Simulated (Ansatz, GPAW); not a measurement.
This is a calculation of Ru (Ruthenium) for GPAW 26.7.0 (ASE script). 

The input run.py:

```python
from ase.dft.bandgap import bandgap
from ase.io import read, write
from ase.units import GPa
from gpaw import GPAW, PW

atoms = read('Ru.xyz')

calc = GPAW(mode=PW(600),
            xc='PBE',
            kpts={'size': (11, 11, 6), 'gamma': True},
            occupations={'name': 'methfessel-paxton', 'order': 0, 'width': 0.016},
            nbands=29,
            convergence={'density': 1e-05, 'energy': 1e-05},
            maxiter=150,
            txt='gpaw.txt')
atoms.calc = calc
energy = atoms.get_potential_energy()
forces = atoms.get_forces()
stress = atoms.get_stress()
calc.write('gs.gpw')
write('result.traj', atoms)
print(f'Energy: {energy:.6f} eV')
print('Forces (eV/A):')
print(forces.round(4))
print('Stress (GPa):', (stress / GPa).round(3))
print('Fermi level:', round(calc.get_fermi_level(), 4), 'eV')
print(f'Gap: {bandgap(calc)[0]:.4f} eV, direct: {bandgap(calc, direct=True)[0]:.4f} eV')
```

File Ru.xyz:

```xyz
2
Lattice="2.7058000000 0.0000000000 0.0000000000 -1.3529000000 2.3432915376 0.0000000000 0.0000000000 0.0000000000 4.2819000000" Properties=species:S:1:pos:R:3 pbc="T T T"
Ru     1.3529000001      0.7810971791      3.2114250000
Ru    -0.0000000001      1.5621943585      1.0704750000
```

Potentials or basis: GPAW PAW data sets (gpaw-data 1.2.1), pw.

The run is started by

```bash
$ OMP_NUM_THREADS=1 python run.py
```

Task: Set up the same calculation for Ansatz 0.2.0. Potentials or basis there: all-electron LAPW, scalar-relativistic.

Result: As run (cutoffs and basis follow the program's own potentials, and thresholds, step limits or extra output files can differ):

input.yaml

```yaml
crystal:
  lattice:
    - [2.7058, 0.0, 0.0]
    - [-1.3529, 2.3432915376, 0.0]
    - [0.0, 0.0, 4.2819]
  atoms:
    - { symbol: Ru, position: [0.6666666667, 0.3333333333, 0.75] }
    - { symbol: Ru, position: [0.3333333333, 0.6666666667, 0.25] }
kpoints:
  mp_grid: { grid: [11, 11, 6] }
scf:
  occupations: { method: gaussian, width: 0.016 }
hamiltonian:
  xc: pbe
  pseudopotentials: { kind: all_electron, lapw: { basis_error: 0.001 } }
output:
  forces: true
  stress: true
  eigenvalues: true
```

Potentials or basis: all-electron LAPW, scalar-relativistic.

Command:

```console
$ ansatz run input.yaml --threads 1 --pin off --max-ram 3072MiB --backend cpu --events-out ev --progress --plain --runs-dir out
```

Both were run:

|  | GPAW | Ansatz |
| --- | --- | --- |
| Pressure | 3.6 GPa | 4.4 GPa |

Where Ansatz's input types no cutoff or centring, it takes its own default and a Γ-centred mesh.

Pressure is positive in compression.
